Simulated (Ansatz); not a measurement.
Theory: DFT PBE, scalar-relativistic, plane waves, PAW (Ansatz 0.2.0). Settings: cutoff 420 eV, Γ-centred meshes spaced at most about 0.3 Å⁻¹, and about 0.25 Å⁻¹ or finer for metals (2π included), Gaussian smearing. No spin polarisation.

Temperature and zero-point effects are left out. Both are relaxed sheets, periodic along a and b.

Two forms of Au were relaxed alike.

A.

```
Au
1.0
     4.74871    0.00000    0.00000
    -2.37435    4.11250    0.00000
     0.00000    0.00000   24.64238
Au
3
Direct
  0.33333 0.66667 0.30435
  0.66667 0.33333 0.30435
  0.00000 0.00000 0.30435
```

B.

```
Au
1.0
     2.66230    0.00000    0.00000
     0.00000    2.66221    0.00000
     0.00000    0.00000   23.80000
Au
1
Direct
  0.00000 0.00000 0.29412
```

Question: Which is lower in energy, and by how much?

Answer: A is lower, by 0.31 eV/atom. A has layer group p6/mmm (No. 80), 6.5 Å²/atom and no gap on its mesh; B has layer group p4/mmm (No. 61), 7.1 Å²/atom and no gap. Counting all near atoms (those within 1.25 times the shortest distance at each site), A has Au 6 and B has Au 4. In A, Au at height 0.00 Å has 6 Au at 2.74 Å. In B, Au at height 0.00 Å has 4 Au at 2.66 Å. Both come from invented guesses.

Spin–orbit coupling, which can matter for Au, is left out. Cells relaxed within their symmetry can be saddle points.

The close-packed hexagonal sheet A lies 0.31 eV/atom below the square sheet B, although its Au–Au contacts are longer, 2.74 Å against 2.66 Å. This is the usual bond-order behaviour of a metal: with 6 neighbours instead of 4, the delocalised 6s electrons, with some 5d admixture, are shared over more contacts. Each bond is weaker and longer, but the total cohesion is probably greater. The square sheet's shorter bonds therefore signal lower coordination, not stronger overall binding, and they don't make up for its more open packing.

A is the simple triangular lattice described in a tripled cell, so both sheets have one atom per primitive cell and an odd number of valence electrons. Without spin polarisation, a partly filled band is then unavoidable, and the missing gap says nothing about their relative stability. The energy difference supports a preference for hexagonal over square packing within a single flat layer, but doesn't show that either sheet would resist thickening into bulk-like gold, which is favoured by still higher coordination.
